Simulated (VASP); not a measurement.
# TiB2 (P6/mmm) in VASP: notebook

Aim: see how the results for TiB2 move with the level of theory and the settings. Levels: PBE, LDA, r2SCAN. Tasks: band structure, density of states.

Program: VASP 6.6.1. These are calculated values, not measurements. Logs are shortened: lines on timing, memory, paths and dates and some standing lists are left out, and cuts for length are marked.

**1. Starting point**

The structure is hexagonal, space group P6/mmm (No. 191). Conventional cell: a = 3.019 Å, b = 3.019 Å, c = 3.186 Å, α = 90.00°, β = 90.00°, γ = 120.00°. Around Ti (site symmetry 6/mmm) lie 12 B at 2.36 Å. B (site symmetry -6m2) has 3 B at 1.74 Å as nearest neighbours.

**2. Band structure, PBE**

Input file INCAR:

```
SYSTEM = TiB2
  ALGO = Normal
  EDIFF = 1E-6
  ENCUT = 520
  GGA = PE
  ISIF = 2
  ISMEAR = 1
  LASPH = .TRUE.
  LCHARG = .FALSE.
  LMAXMIX = 4
  LREAL = .FALSE.
  LWAVE = .FALSE.
  NELM = 80
  PREC = Accurate
  SIGMA = 0.1
```

Input file KPOINTS:

```
k-points
0
G
  15 15 11
  0 0 0
```

Input file POSCAR:

```
TiB2                                    
1.0
    3.0187675783      0.0000000000      0.0000000000
   -1.5093837891      2.6143294108      0.0000000000
    0.0000000000      0.0000000000      3.1857412020
  Ti              B             
     1     2
Direct
     0.0000000000000000    0.0000000000000000    0.0000000000000000
     0.3333333332999970    0.6666666667000030    0.5000000000000000
     0.6666666667000030    0.3333333332999970    0.5000000000000000
```

Input file KPOINTS_OPT:

```
explicit points
213
Reciprocal
 0.0000000000  0.0000000000  0.0000000000 1
 0.0357142857  0.0000000000  0.0000000000 1
 0.0714285714  0.0000000000  0.0000000000 1
 0.1071428571  0.0000000000  0.0000000000 1
 0.1428571429  0.0000000000  0.0000000000 1
 0.1785714286  0.0000000000  0.0000000000 1
[... 205 lines left out ...]
 0.5000000000  0.0000000000  0.0179835500 1
 0.5000000000  0.0000000000 -0.0179835500 1
```

Potentials or basis: VASP PAW PBE potentials, release 64 (Ti_sv, B).

On the command line:

```bash
cat potpaw_PBE.64/Ti_sv/POTCAR potpaw_PBE.64/B/POTCAR > POTCAR
mpirun -np 1 vasp_std > vasp.out
```

OUTCAR:

```text
SYSTEM = TiB2
   EDIFF = 1E-6
   ENCUT = 520
   GGA = PE
   ISIF = 2
   ISMEAR = 1
   LASPH = .TRUE.
   LREAL = .FALSE.
   NELM = 80
   PREC = Accurate

 ion  position               nearest neighbor table
   1  0.000  0.000  0.000-   2 2.36   3 2.36   2 2.36   3 2.36   2 2.36   2 2.36   3 2.36   3 2.36
                             3 2.36   3 2.36   2 2.36   2 2.36
   2  0.333  0.667  0.500-   3 1.74   3 1.74   3 1.74   1 2.36   1 2.36   1 2.36   1 2.36   1 2.36
                             1 2.36
   3  0.667  0.333  0.500-   2 1.74   2 1.74   2 1.74   1 2.36   1 2.36   1 2.36   1 2.36   1 2.36
                             1 2.36

  LATTYP: Found a hexagonal cell.
 ALAT       =     3.0187675783
 C/A-ratio  =     1.0553118514

  Lattice vectors:

 A1 = (   3.0187675783,   0.0000000000,   0.0000000000)
 A2 = (  -1.5093837891,   2.6143294108,   0.0000000000)
 A3 = (   0.0000000000,   0.0000000000,   3.1857412020)

Analysis of symmetry for initial positions (statically):
=====================================================================
 Subroutine PRICEL returns:
 Original cell was already a primitive cell.

 Routine SETGRP: Setting up the symmetry group for a
 hexagonal supercell.

 Subroutine GETGRP returns: Found 24 space group operations
 (whereof 24 operations were pure point group operations)
 out of a pool of 24 trial point group operations.

The static configuration has the point symmetry D_6h.

Analysis of symmetry for dynamics (positions and initial velocities):
=====================================================================
 Subroutine PRICEL returns:
 Original cell was already a primitive cell.

 Routine SETGRP: Setting up the symmetry group for a
 hexagonal supercell.

 Subroutine GETGRP returns: Found 24 space group operations
 (whereof 24 operations were pure point group operations)
 out of a pool of 24 trial point group operations.

The dynamic configuration has the point symmetry D_6h.

 Subroutine INISYM returns: Found 24 space group operations
 (whereof 24 operations are pure point group operations),
 and found     1 'primitive' translations

----------------------------------------------------------------------------------------

                                     Primitive cell

  volume of cell :      25.1420

  direct lattice vectors                    reciprocal lattice vectors
     3.018767578  0.000000000  0.000000000     0.331261011  0.191253634  0.000000000
    -1.509383789  2.614329411  0.000000000     0.000000000  0.382507268  0.000000000
     0.000000000  0.000000000  3.185741202     0.000000000  0.000000000  0.313898693

  length of vectors
     3.018767578  3.018767578  3.185741202     0.382507268  0.382507268  0.313898693

  position of ions in fractional coordinates (direct lattice)
     0.000000000  0.000000000  0.000000000
     0.333333333  0.666666667  0.500000000
     0.666666667  0.333333333  0.500000000

  ion indices of the primitive-cell ions
   primitive index   ion index
                 1           1
                 2           2
                 3           3

----------------------------------------------------------------------------------------

 KPOINTS: k-points

Automatic generation of k-mesh.
 Grid dimensions read from file:
 generate k-points for:   15   15   11

 Generating k-lattice:

  Cartesian coordinates                     Fractional coordinates (reciprocal lattice)
     0.022084067  0.012750242  0.000000000     0.066666667  0.000000000  0.000000000
     0.000000000  0.025500485  0.000000000     0.000000000  0.066666667  0.000000000
     0.000000000  0.000000000  0.028536245     0.000000000  0.000000000  0.090909091

  Length of vectors
     0.025500485  0.025500485  0.028536245

  Shift w.r.t. Gamma in fractional coordinates (k-lattice)
     0.000000000  0.000000000  0.000000000

 Subroutine IBZKPT returns following result:
 ===========================================

 Found    162 irreducible k-points:

 Following reciprocal coordinates:
            Coordinates               Weight
  0.000000  0.000000  0.000000      1.000000
  0.066667 -0.000000  0.000000      6.000000
  0.133333 -0.000000  0.000000      6.000000
  0.200000 -0.000000  0.000000      6.000000
  0.266667 -0.000000  0.000000      6.000000
  0.333333 -0.000000  0.000000      6.000000
[... 16 lines left out ...]
  0.333333  0.200000  0.000000     12.000000
  0.400000  0.200000  0.000000      6.000000
 [... further k-points ...]
   k-points           NKPTS =    162   k-points in BZ     NKDIM =    162   number of bands    NBANDS=     13
   number of dos      NEDOS =    301   number of ions     NIONS =      3
   total plane-waves  NPLWV =  13824
   dimension x,y,z NGX =    24 NGY =   24 NGZ =   24
   dimension x,y,z NGXF=    48 NGYF=   48 NGZF=   48
   ions per type =               1   2
   NGX,Y,Z   is equivalent  to a cutoff of  13.22, 13.22, 12.52 a.u.
   NGXF,Y,Z  is equivalent  to a cutoff of  26.43, 26.43, 25.05 a.u.
 SYSTEM =  TiB2
   PREC   = accura    normal or accurate (medium, high low for compatibility)
   ISTART =      0    job   : 0-new  1-cont  2-samecut
   ICHARG =      2    charge: 1-file 2-atom 10-const
   ISPIN  =      1    spin polarized calculation?
   LNONCOLLINEAR =      F non collinear calculations
   LSORBIT =      F    spin-orbit coupling
   LASPH  =      T    aspherical Exc in radial PAW
   ENCUT  =  520.0 eV  38.22 Ry    6.18 a.u.   5.61  5.61  5.92*2*pi/ulx,y,z
   NELM   =     80;   NELMIN=  2; NELMDL= -5     # of ELM steps
   EDIFF  = 0.1E-05   stopping-criterion for ELM
   LREAL  =      F    real-space projection
   EDIFFG = 0.1E-04   stopping-criterion for IOM
   NSW    =      0    number of steps for IOM
   IBRION =     -1    ionic relax: 0-MD 1-quasi-New 2-CG
   NFREE  =      0    steps in history (QN), initial steepest desc. (CG)
   ISIF   =      2    stress and relaxation
   ISYM   =      2    0-nonsym 1-usesym 2-fastsym
   POTIM  = 0.5000    time-step for ionic-motion
   TEBEG  =    0.0;   TEEND  =   0.0 temperature during run
   PSTRESS=    0.0 pullay stress
   NELECT =      18.0000    total number of electrons
   NUPDOWN=      -1.0000    fix difference up-down
   EMIN   =  10.00;   EMAX   =-10.00  energy-range for DOS
   EFERMI =   0.00;   METHOD = LEGACY
   ISMEAR =     1;   SIGMA  =   0.10  broadening in eV -4-tet -1-fermi 0-gaus
   EFERMI_NEDOS =   21; number of points for ismear=-14 and -15
   IALGO  =     38    algorithm
   IMIX   =      4    mixing-type and parameters
     AMIX     =   0.40;   BMIX     =  1.00
     AMIX_MAG =   1.60;   BMIX_MAG =  1.00
  volume/ion in A,a.u.               =       8.38        56.56
  Fermi-wavevector in a.u.,A,eV,Ry     =   1.464532  2.767564 29.182507  2.144854
  Thomas-Fermi vector in A             =   2.580497
   LORBIT       =      0    0 simple, 1 ext, 2 COOP (PROOUT), +10 PAW based schemes
   GGA     = PE    functional components
   LHFCALC =     F    Hartree Fock is set to
   AEXX    =    0.0000 exact exchange contribution
   IVDW    =     0    specifies the selected vdW correction
   LEPSILON=     F    determine dielectric tensor
   LRPA    =     F    only Hartree local field effects (RPA)
 non-spin polarized calculation
 Methfessel and Paxton  Order N= 1 SIGMA  =   0.10
  energy-cutoff  :      520.00
  volume of cell :       25.14
 maximum number of plane-waves:       690
 NGX is ok and might be reduce to    24
   NGX = 11   NGY = 11   NGZ = 11

 number of electron      17.9999998 magnetization

 Free energy of the ion-electron system (eV)
  ---------------------------------------------------
  ext. energy  EPLUGINS =         0.00000000
  ---------------------------------------------------
  free energy    TOTEN  =       -24.41888098 eV

  energy without entropy =      -24.41862377  energy(sigma->0) =      -24.41879524

 E-fermi :  10.2315     XC(G=0): -12.8686

 val. band max:       10.2130783538   @ k =   0.0667   0.0667   0.2727
 cond. band min:      10.2359279871   @ k =   0.0000   0.0000   0.3636
 fundamental gap:      0.0228496334
 Fermi energy:        10.2315001756

 k-point     1 :       0.0000    0.0000    0.0000
  band No.  band energies     occupation
      1     -46.6713      2.00000
      2     -23.0223      2.00000
      3     -22.7068      2.00000
      4     -22.7068      2.00000
      5      -3.3838      2.00000
      6       7.5132      2.00000
      7       7.5132      2.00000
      8       8.0016      2.00000
      9       8.0858      2.00000
     10      12.1776     -0.00000
     11      12.1776     -0.00000
     12      14.0325      0.00000
     13      14.0325      0.00000

 k-point     2 :       0.0667   -0.0000    0.0000
  band No.  band energies     occupation
      1     -46.6688      2.00000
      2     -23.0192      2.00000
      3     -22.7257      2.00000
      4     -22.7111      2.00000
      5      -3.2971      2.00000
      6       7.2646      2.00000
      7       7.5002      2.00000
      8       7.9245      2.00000
      9       8.1279      2.00000
     10      12.1516     -0.00000
     11      12.3351      0.00000
     12      13.6457      0.00000
     13      13.7019      0.00000

 k-point     3 :       0.1333   -0.0000    0.0000
  band No.  band energies     occupation
      1     -46.6619      2.00000
      2     -23.0104      2.00000
      3     -22.7789      2.00000
      4     -22.7232      2.00000
      5      -3.0402      2.00000
      6       6.5924      2.00000
      7       7.4547      2.00000
      8       7.7348      2.00000
      9       8.2379      2.00000
     10      12.0791     -0.00000
     11      12.7472      0.00000
     12      12.9940      0.00000
     13      13.2097      0.00000
[... 305 lines left out ...]
 k-point    23 :       0.3333    0.2000    0.0000
  band No.  band energies     occupation
      1     -46.6114      2.00000
      2     -23.0718      2.00000
      3     -22.9468      2.00000
      4     -22.8883      2.00000
      5       0.3737      2.00000
      6       2.2553      2.00000
      7       4.4020      2.00000
      8       7.4680      2.00000
      9       9.8194      2.00000
     10      10.1778      1.77898
     11      11.9185     -0.00000
     12      13.1928      0.00000
     13      16.0480      0.00000

 k-point    24 :       0.4000    0.2000    0.0000
  band No.  band energies     occupation
      1     -46.6094      2.00000
      2     -23.0800      2.00000
      3     -22.9442      2.00000
      4     -22.8981      2.00000
      5       1.2555      2.00000
      6       1.3345      2.00000
      7       4.3010      2.00000
      8       7.5199      2.00000
      9       9.6560      2.00000
     10      10.1777      1.78057
     11      12.2629      0.00000
     12      12.9465      0.00000
     13      16.0642      0.00000

 [... further k-points ...]

------------------------ aborting loop because EDIFF is reached ----------------------------------------

  FORCE on cell =-STRESS in cart. coord.  units (eV):
  Direction    XX          YY          ZZ          XY          YZ          ZX
  --------------------------------------------------------------------------------------
  -------------------------------------------------------------------------------------
  Total        0.7444343      0.7444343      1.0629832      0.0000000     -0.0000000      0.0000000
  in kB       47.4391063     47.4391063     67.7386467      0.0000000     -0.0000000      0.0000000
  external PRESSURE =      54.2056198 kB  Pullay stress =       0.0000000 kB

 VOLUME and BASIS-vectors are now :
 -----------------------------------------------------------------------------
  energy-cutoff  :      520.00
  volume of cell :       25.14
      direct lattice vectors                 reciprocal lattice vectors
     3.018767578  0.000000000  0.000000000     0.331261011  0.191253634  0.000000000
    -1.509383789  2.614329411  0.000000000     0.000000000  0.382507268  0.000000000
     0.000000000  0.000000000  3.185741202     0.000000000  0.000000000  0.313898693

 POSITION                                       TOTAL-FORCE (eV/Angst)
 -----------------------------------------------------------------------------------
      0.00000      0.00000      0.00000        -0.000000      0.000000     -0.000000
     -0.00000      1.74289      1.59287         0.000000     -0.000000     -0.000000
      1.50938      0.87144      1.59287        -0.000000      0.000000      0.000000
 -----------------------------------------------------------------------------------
    total drift:                               -0.000000      0.000000      0.000000

  FREE ENERGIE OF THE ION-ELECTRON SYSTEM (eV)
  ---------------------------------------------------
  free  energy   TOTEN  =       -24.4188809793 eV

  energy  without entropy=      -24.4186237652  energy(sigma->0) =      -24.41879524
```

Run time: 31 s. Hardware: 1 thread of Intel Xeon 6975P-C (Granite Rapids), shared host; peak memory 0.2 GiB.

Results:

```
Free energy             : -24.4189 eV
Pressure                : 5.4 GPa
Band gap along the path : none (metal or under the smearing width)
```

Stress tensor (GPa, compression positive):
```
4.74 0.00 0.00
0.00 4.74 0.00
0.00 0.00 6.77
```

Levels at the corners of the path, in eV from the Fermi level:
```csv
point,band 6,band 7,band 8,band 9,band 10,band 11,band 12,band 13
Γ,-2.72,-2.72,-2.23,-2.15,1.95,1.95,3.80,3.80
M,-9.30,-3.33,-3.22,-2.33,1.38,2.78,3.28,3.47
M,-9.30,-3.33,-3.22,-2.33,1.38,2.78,3.28,3.47
K,-8.39,-7.44,-1.85,-1.85,1.41,1.41,1.98,7.07
K,-8.39,-7.44,-1.85,-1.85,1.41,1.41,1.98,7.07
Γ,-2.72,-2.72,-2.23,-2.15,1.95,1.95,3.80,3.80
Γ,-2.72,-2.72,-2.23,-2.15,1.95,1.95,3.80,3.80
A,-7.69,-0.60,-0.60,-0.25,-0.25,0.44,0.44,1.79
A,-7.69,-0.60,-0.60,-0.25,-0.25,0.44,0.44,1.79
L,-7.57,-4.76,-3.90,-3.17,2.61,2.98,4.66,4.74
L,-7.57,-4.76,-3.90,-3.17,2.61,2.98,4.66,4.74
H,-8.66,-5.75,-3.22,-3.22,2.61,4.40,4.40,4.61
H,-8.66,-5.75,-3.22,-3.22,2.61,4.40,4.40,4.61
A,-7.69,-0.60,-0.60,-0.25,-0.25,0.44,0.44,1.79
L,-7.57,-4.76,-3.90,-3.17,2.61,2.98,4.66,4.74
M,-9.30,-3.33,-3.22,-2.33,1.38,2.78,3.28,3.47
K,-8.39,-7.44,-1.85,-1.85,1.41,1.41,1.98,7.07
H,-8.66,-5.75,-3.22,-3.22,2.61,4.40,4.40,4.61
```

(Continued in part 2 of 2.)
